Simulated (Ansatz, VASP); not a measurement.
This is a calculation of MgB2 for Ansatz 0.2.0.

input.yaml

```yaml
crystal:
  lattice:
    - [3.085, 0.0, 0.0]
    - [-1.5425, 2.6716883707, 0.0]
    - [0.0, 0.0, 3.523]
  atoms:
    - { symbol: Mg, position: [0.0, 0.0, 0.0] }
    - { symbol: B, position: [0.6666666667, 0.3333333333, 0.5] }
    - { symbol: B, position: [0.3333333333, 0.6666666667, 0.5] }
hamiltonian:
  xc: r2scan
  pseudopotentials: { kind: paw }
  dispersion: d3bj
kpoints:
  mp_grid: { grid: [10, 10, 8] }
scf:
  occupations: { method: fermi_dirac, width: 0.05 }
output:
  forces: true
  stress: true
relax:
  f_tol: 0.01
  max_steps: 40
  cell: { stress_tol: 0.05 }
```

Potentials or basis: Ansatz PAW.

Launch:

```bash
$ ansatz run input.yaml --threads 2 --pin off --max-ram 5120MiB --backend cpu --events-out ev --progress --plain --runs-dir out
```

Set up the same calculation for VASP 6.6.1. Potentials there: VASP PAW PBE potentials, release 64 (Mg, B).

As run (the cutoff follows the program's own potentials):

Contents of POSCAR:

```
MgB2
1.0
    3.0850000000      0.0000000000      0.0000000000
   -1.5425000000      2.6716883707      0.0000000000
    0.0000000000      0.0000000000      3.5230000000
Mg B
1 2
Direct
    0.0000000000      0.0000000000      0.0000000000
    0.6666666667      0.3333333333      0.5000000000
    0.3333333333      0.6666666667      0.5000000000
```

File INCAR.step1:

```
PREC = Accurate ; ENCUT = 600
ISMEAR = -1 ; SIGMA = 0.05
LREAL = F ; LASPH = T
NELM = 60 ; GGA = PE
ALGO = Normal ; EDIFF = 1E-4
LWAVE = T ; LCHARG = F
```

File INCAR.step2:

```
PREC = Accurate ; ENCUT = 600
EDIFF = 1E-7 ; ISMEAR = -1
SIGMA = 0.05 ; LREAL = F
LASPH = T ; NELM = 60
ALGO = Normal ; ISIF = 3
LWAVE = F ; LCHARG = F
METAGGA = R2SCAN ; LMIXTAU = T
IVDW = 12 ; VDW_S6 = 1.0
VDW_S8 = 0.78981345 ; VDW_A1 = 0.49484001
VDW_A2 = 5.73083694 ; IBRION = 2
NSW = 60 ; EDIFFG = -0.01
ISTART = 1
```

KPOINTS

```
regular mesh
0
Gamma
  10 10 8
```

Potentials or basis: VASP PAW PBE potentials, release 64 (Mg, B).

Command:

```console
$ cat potpaw_PBE.64/Mg/POTCAR potpaw_PBE.64/B/POTCAR > POTCAR
$ cp INCAR.step1 INCAR
$ mpirun -np 1 vasp_std > vasp.out
$ cp INCAR.step2 INCAR
$ mpirun -np 1 vasp_std > vasp.out
```

Both were run:

|  | VASP | Ansatz | Ansatz less VASP |
| --- | --- | --- | --- |
| relaxed volume (Å³/atom) | 9.36 | 9.39 | +0.031 |
| relaxed cell length with the largest relative difference (Å) | 3.463 | 3.472 | +0.0092 |
| energy change over the relaxation (meV/atom) | -5 | -4 | +0.9 |

The two sets of potentials don't hold the same shells in valence.

Caveats: the PAW data sets were made with another functional, which shifts forces and pressure a little (VASP); pairwise dispersion overbinds metals, which lowers pressure and volume (VASP); the plane-wave basis is chosen anew once the cell has moved, so the energies of steps on either side of that aren't comparable (Ansatz); the PAW data sets come from PBE, with cores solved anew for the run's functional, which leaves a small shift of forces and pressure (Ansatz); the dispersion damping was fitted for another functional or another form of the correction (Ansatz).
